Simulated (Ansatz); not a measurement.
**Relaxing HfH₂**

All numbers below come from DFT r2SCAN, scalar-relativistic, plane waves, PAW (Ansatz). (500 eV cutoff, 16×16×16 k-mesh, Gaussian smearing of 0.10 eV, no spin polarisation)

What was changed: relaxed at 1 GPa.

Spin–orbit coupling is left out, which can shift energies with elements as heavy as these.

Command:

```bash
ansatz run input.yaml --threads 1 --pin off --max-ram 2560MiB --backend cpu --events-out ev --progress --plain --runs-dir out
```

Input:

```yaml
crystal:
  lattice:
    - [-1.7268459432, 1.7268459432, 2.1465942859]
    - [1.7268459432, -1.7268459432, 2.1465942859]
    - [1.7268459432, 1.7268459432, -2.1465942859]
  atoms:
    - { symbol: Hf, position: [0.0, 0.0, 0.0] }
    - { symbol: H, position: [0.75, 0.25, 0.5] }
    - { symbol: H, position: [0.25, 0.75, 0.5] }
basis:
  ecutwfc: 500
kpoints:
  mp_grid: { grid: [16, 16, 16] }
hamiltonian:
  xc: r2scan
scf:
  occupations: { method: gaussian, width: 0.1 }
output:
  forces: true
  stress: true
  eigenvalues: true
  write_density: true
  write_potential: true
  elf: true
  volumetric_format: npy
relax:
  adjacent_minimum: "off"
  f_tol: 0.008
  max_steps: 50
  cell: { stress_tol: 0.08, p_target: 1.0 }
```

F is the free energy. Steps run on the plane waves of an earlier cell, but the last one, and at times one on the way, on a freshly chosen basis, so a repeated geometry can differ a little in energy. The relaxation lowers the enthalpy F + PV at the target pressure, so F itself can rise.

Steps:

| step | F − F(1) (eV) | largest force component (eV/Å) | V (Å³/atom) | P (GPa) |
| --- | --- | --- | --- | --- |
| 1 | 0.0000 | 0.000 | 8.535 | 1.54 |
| 2 | -0.0011 | 0.000 | 8.616 | 0.03 |
| 3 | -0.0007 | 0.000 | 8.563 | 1.00 |
| 4 | -0.0007 | 0.000 | 8.563 | 1.00 |

Relaxed structure:

```
CELL_PARAMETERS angstrom
-1.72970 1.72970 2.14657
1.72970 -1.72970 2.14657
1.72970 1.72970 -2.14657
ATOMIC_POSITIONS crystal
Hf 0.00000 0.00000 0.00000
H 0.75000 0.25000 0.50000
H 0.25000 0.75000 0.50000
```

It takes space group I4/mmm (No. 139, tetragonal). Conventional cell: a = 3.459 Å, b = 3.459 Å, c = 4.293 Å, α = 90.00°, β = 90.00°, γ = 90.00°. Hf (site symmetry 4/mmm) is surrounded by 8 H at 2.04 Å. H (site symmetry -4m2) has 4 Hf at 2.04 Å and 2 H at 2.15 Å as nearest neighbours.

The run converged. It took 69 s on 1 thread of Oxide Virtual Turin-like Processor (Zen 5), on a shared host, peak memory 0.59 GiB.